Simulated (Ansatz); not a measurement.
# Pb: a single-point run

Aim: a sound single-point run of Pb. The structure is shown as the input types it.

Method: DFT, PBE, PAW with Ansatz's default frozen-core files, scalar-relativistic, in Ansatz 0.2.0.

## Step 1: The starting structure

The structure is hexagonal, space group P6_3/mmc (No. 194). The conventional cell has a = 3.480 Å, b = 3.480 Å, c = 5.590 Å, α = 90.00°, β = 90.00°, γ = 120.00°. Pb (site symmetry -6m2) has 12 Pb at 3.44 to 3.48 Å as nearest neighbours.

As a file:

```
Pb
1.0
     3.48000    0.00000    0.00000
    -1.74000    3.01377    0.00000
     0.00000    0.00000    5.59000
Pb
2
Direct
  0.33333 0.66667 0.25000
  0.66667 0.33333 0.75000
```

## Step 2: Running it

File input.yaml:

```yaml
crystal:
  lattice:
    - [3.4800006906, 0.0, 0.0]
    - [-1.7400003453, 3.0137690032, 0.0]
    - [0.0, 0.0, 5.59]
  atoms:
    - { symbol: Pb, position: [0.3333333333, 0.6666666667, 0.25] }
    - { symbol: Pb, position: [0.6666666667, 0.3333333333, 0.75] }
kpoints:
  mp_grid: { grid: [4, 4, 2] }
scf:
  occupations: { method: fermi_dirac, width: 0.08 }
  max_iter: 60
hamiltonian:
  xc: pbe
  pseudopotentials: { kind: paw }
output:
  forces: true
  stress: true
  eigenvalues: true
  efg: { contact_densities: true }
basis:
  ecutrho_ratio: 0
```

Command:

```bash
> ansatz run input.yaml --threads 1 --pin off --max-ram 2048MiB --backend cpu --events-out ev --progress --plain --runs-dir out
```

Q: Will this input give a usable result? If not, why, and what should change?

The run ended at the input check. Its message: «invalid value for `basis.ecutrho_ratio`: must be in [1, 1024]; got 0»

Look at the input: basis.ecutrho_ratio is 0. The number typed is not permitted for that setting.

The cure: delete basis.ecutrho_ratio (the default then holds).
